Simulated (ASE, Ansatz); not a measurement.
# Force difference against the spacing of support functions in P6_3/mmc (COD entry) MoS2, displaced supercell (54 atoms)

The cell holds 54 atoms: 18 Mo and 36 S. Cell: a = 9.507 Å, b = 9.507 Å, c = 12.324 Å, α = 90.0°, β = 90.0°, γ = 120.0°. It derives from MoS2 (P6_3/mmc, COD entry), repeated 3×3×1. P6_3/mmc (COD entry) MoS2 (cell 3.169, 3.169, 12.32, 90, 90, 120), 3 x 3 x 1 conventional cells; every coordinate displaced by a Gaussian of 0.05 Å.

Calculated with Ansatz 0.2.0: Kohn-Sham DFT, PBE, PAW (set soft_2), localised support functions (medium), with the spacing typed; the reference is Kohn-Sham DFT, PBE, PAW (set soft_2), plane waves, cutoff 420 eV, k-mesh 2×2×1, gaussian smearing of 0.05 eV, with an r.m.s. force component of 1.11 eV/Å.

| spacing (Å) | r.m.s. force difference (meV/Å) | time |
| --- | --- | --- |
| 0.284 | 1.414 | 80 s |
| 0.321 | ? | ? |
| 0.37 | 21.58 | 66 s |
| 0.444 | 114.0 | 63 s |

The database entry behind the starting cell differs from later determinations by our own check (about 0.3 % long), so it need not match the best structure at ambient conditions.

Task: Fit a power law of the spacing to the rows given and interpolate to the withheld row.

Worked fit:

A power law y = A x^b is a line in u = ln x and v = ln y.

```
 u = ln x  v = ln y
 -1.25878  0.346423
-0.994252   3.07163
-0.811931   4.73659
```

With n = 3: mean u = -1.02165, mean v = 2.71821, Σ(u − ū)² = 0.10096, Σ(u − ū)(v − v̄) = 0.99540. Slope b = 0.99540 / 0.10096 = 9.8590; intercept a = v̄ − b ū = 12.791.

At the withheld row u = -1.136, v = a + b u = 1.588, and y = exp(v).

Prediction at 0.321: 4.893 meV/Å. The run gave 5.734 meV/Å, so the fit is low by 0.84 meV/Å (15 % of the value).

The fitted exponent is 9.9. Between neighbouring rows, the withheld one included, the exponents are 11, 9.3 and 9.1. Among the rows given, the largest relative miss of the fit is at 0.37, by 1.7 meV/Å (8.0 %).

Limits: The difference holds the reference's own basis error, which sets a floor under it.

[Logs are printed without paths, hosts, clocks, repeated set-up lines and the standing remarks that a program may print on its own settings, such as how far it seeks lower states.]

[Hosts, paths, dates, database ids (printed as entryN), source tags and the programs' standing remarks are cut or masked in the printed files.]
